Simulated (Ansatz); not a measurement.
# WSe2: the cost of one run

Method: DFT LDA, scalar-relativistic, plane waves, PAW, in Ansatz 0.2.0.

**1. The starting structure**

It takes space group P-6m2 (No. 187, hexagonal). The conventional cell has a = 3.247 Å, b = 3.247 Å, c = 16.660 Å, α = 90.00°, β = 90.00°, γ = 120.00°. W (site symmetry -6m2) is surrounded by 6 Se at 2.51 Å. Around Se (site symmetry 3m) lie 3 W at 2.51 Å.

Structure file:

```cif
data_structure
_symmetry_space_group_name_H-M 'P-6m2'
_symmetry_Int_Tables_number 187
_cell_length_a 3.2474
_cell_length_b 3.2474
_cell_length_c 16.6603
_cell_angle_alpha 90.000
_cell_angle_beta 90.000
_cell_angle_gamma 120.000
_cell_volume 152.15
loop_
_atom_site_label
_atom_site_type_symbol
_atom_site_symmetry_multiplicity
_atom_site_Wyckoff_symbol
_atom_site_fract_x
_atom_site_fract_y
_atom_site_fract_z
_atom_site_occupancy
W1 W 1 a 0.00000 0.00000 0.00000 1
Se1 Se 2 h 0.33333 0.66667 0.09993 1
```

It goes back to an entry of the Materials Project, which need not be the stable form.

This cell was relaxed beforehand with the same method: volume 50.72 Å³/atom, gap on the mesh 1.75 eV.

**2. The scan**

The energy is mapped over a normal mode and a strain (zone-centre modes of the cell shown) (x along [1 0 0], y along [1 2 0], z along [0 0 1] of the conventional cell).

First coordinate, amplitude of mode 9 (313 cm⁻¹), largest displacement in the unstrained cell: 7 values from −0.06 Å. Second coordinate, equal normal strain along x and y: 7 values from −4.00 %.

Nothing else is relaxed (the pattern is fixed in fractional coordinates). Energies count from the relaxed high-symmetry cell. Points are written as (first, second).

The modes come from a phonon run on the reference cell, made beforehand.

Displacement patterns for an amplitude of 1 (Å):

```tsv
atom	x1	y1	z1
W1	0.000	0.000	0.859
Se2	0.000	0.000	-1.000
Se3	0.000	0.000	-1.000
```

**3. The run at (−0.02 Å, −4.00 %)**

File input.yaml:

```yaml
crystal:
  lattice:
    - [3.1174922976, 0.0, 0.0]
    - [-1.5587461488, 2.6998275258, 0.0]
    - [0.0, 0.0, 16.6603124568]
  atoms:
    - { symbol: W, position: [0.0, 0.0, -0.0010313462] }
    - { symbol: Se, position: [0.3333333333, 0.6666666667, 0.1011284861] }
    - { symbol: Se, position: [0.3333333333, 0.6666666667, 0.9012724293] }
basis:
  ecutwfc: 420
kpoints:
  mp_grid: { grid: [9, 9, 2] }
hamiltonian:
  xc: lda
  pseudopotentials: { kind: paw, azcp: { folder: soft_1 } }
scf:
  occupations: { method: gaussian, width: 0.05 }
output:
  forces: true
  stress: true
  eigenvalues: true
```

On the command line:

```sh
$ ansatz run input.yaml --threads 1 --pin off --max-ram 2048MiB --backend cpu --events-out ev --progress --plain --runs-dir out
```

**Question.** How long does this run take on 1 thread of Arm Neoverse N1, shared host, and how much memory does it need?

About 16 s, with a peak of 0.35 GiB.
